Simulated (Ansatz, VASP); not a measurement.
## Pd: VASP beside Ansatz

```
CELL_PARAMETERS angstrom
2.78969 0.00000 0.00000
-1.39484 2.41594 0.00000
0.00000 0.00000 20.55550
ATOMIC_POSITIONS crystal
Pd 0.16667 0.33333 0.38942
Pd 0.50000 0.00000 0.50000
Pd 0.83333 0.66667 0.61058
```

Alike in both runs: functional PBE; k mesh 17 × 17 × 1; occupations fermi-dirac, width 0.08 eV; no spin polarisation.

Ansatz relaxed the structure, and its values are those at the end. VASP's run is a single point on that final structure, the one shown.

|  | VASP | Ansatz |
| --- | --- | --- |
| version | VASP 6.6.1 | Ansatz 0.2.0 |
| potentials or method | VASP PAW PBE potentials, release 64 (Pd), cutoff 520 eV | all-electron LAPW, scalar-relativistic |

Ansatz gave:

```
rms of the force components (eV/Å) : 0.001
```

Problem. Which values does VASP return?

Solution. rms of the force components (eV/Å): 0.007.

Ansatz ran all-electron here, so the differences hold the error of VASP's frozen core and of both bases.
